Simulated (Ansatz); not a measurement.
## Se on Zr(0001): change of the work function: cost of one run

Ansatz 0.2.0; plane-wave DFT, PBE, Ansatz PAW. The cell holds 37 atoms.

input.yaml reads:

```yaml
crystal:
  lattice:
    - [9.69, 0.0, 0.0]
    - [4.845, 8.3917861626, 0.0]
    - [0.0, 0.0, 28.1535021992]
  atoms:
    - { symbol: Zr, position: [0.2222222222, 0.2222222222, 0.3196760366] }
    - { symbol: Zr, position: [0.0, 0.0, 0.4110570301] }
    - { symbol: Zr, position: [0.2222222222, 0.2222222222, 0.5059468572] }
[... 28 atom lines left out ...]
    - { symbol: Zr, position: [0.6666666667, 0.3333333333, 0.5924758778] }
    - { symbol: Zr, position: [0.8888888889, 0.8888888889, 0.3196760366] }
    - { symbol: Zr, position: [0.6666666667, 0.6666666667, 0.4110570301] }
    - { symbol: Zr, position: [0.8888888889, 0.8888888889, 0.5059468572] }
    - { symbol: Zr, position: [0.6666666667, 0.6666666667, 0.5924758778] }
    - { symbol: Se, position: [0.1111111111, 0.1111111111, 0.6803239634] }
kpoints:
  mp_grid: { grid: [4, 4, 1] }
hamiltonian:
  xc: pbe
scf:
  occupations: { method: fermi_dirac, width: 0.1 }
  convergence: { dr2_threshold: 1.0e-08 }
efield:
  axis: 3
  dipole_correction: true
  ramp_position: 0.97
  ramp_width: 0.06
relax:
  f_tol: 0.02
  max_steps: 60
  constraints:
    - { sites: [0, 1, 4, 5, 8, 9, 12, 13, 16, 17, 20, 21, 24, 25, 28, 29, 32, 33] }
output:
  bader: true
  write_potential: true
  write_density: true
  volumetric_format: npy
```

On the command line:

```console
$ ansatz run input.yaml --threads 4 --pin off --max-ram 12288MiB --backend cpu --events-out ev --progress --plain --runs-dir out
```

The cutoff in use is 420 eV. For reference, a run of the same kind (17 atoms, 7 k-points, 125 bands and 19,883 plane waves; 55 SCF cycles) took 2.9 min and 3 GiB on the same hardware.

Q: Estimate wall time and peak memory on 4 threads of Arm Neoverse V2, shared host.

A cutoff of 420 eV is a sphere of radius 10.5 Å⁻¹, so a cell of 2289 Å³ holds about V·G³/6π² = 44,741 plane waves. At two electrons a band, the 448 electrons need 224 bands, and 45 more are carried. Symmetry cuts the 4×4×1 mesh from 16 to 4 points. The run has 4 k-points, 269 bands and 44,699 plane waves. Taking the work of a cycle as k-points × spins × bands × plane waves, that is 2.8 times the reference, or 8 min at the reference's 55 cycles. The run needed 63 SCF cycles over 7 ionic steps, which makes it about 9.2 min. One copy of the wavefunctions takes 0.72 GiB at 16 bytes a coefficient, against 0.26 GiB in the reference; grids, projectors and work arrays come on top. Measured: about 15 min, with a peak of 9.9 GiB. The run took longer than the estimate, which leaves out the steps that grow as the square of the band count.

[Logs are printed without paths, hosts, clocks, repeated set-up lines and the standing remarks that a program may print on its own settings, such as how far it seeks lower states.]

[Hosts, paths, dates, database ids (printed as entryN), source tags and the programs' standing remarks are cut or masked in the printed files.]

[Maps of the electrostatic potential energy from Ansatz leave out the sawtooth potential of an applied field or a dipole correction, so their vacuum need not be flat; planar profiles and work functions include it.]
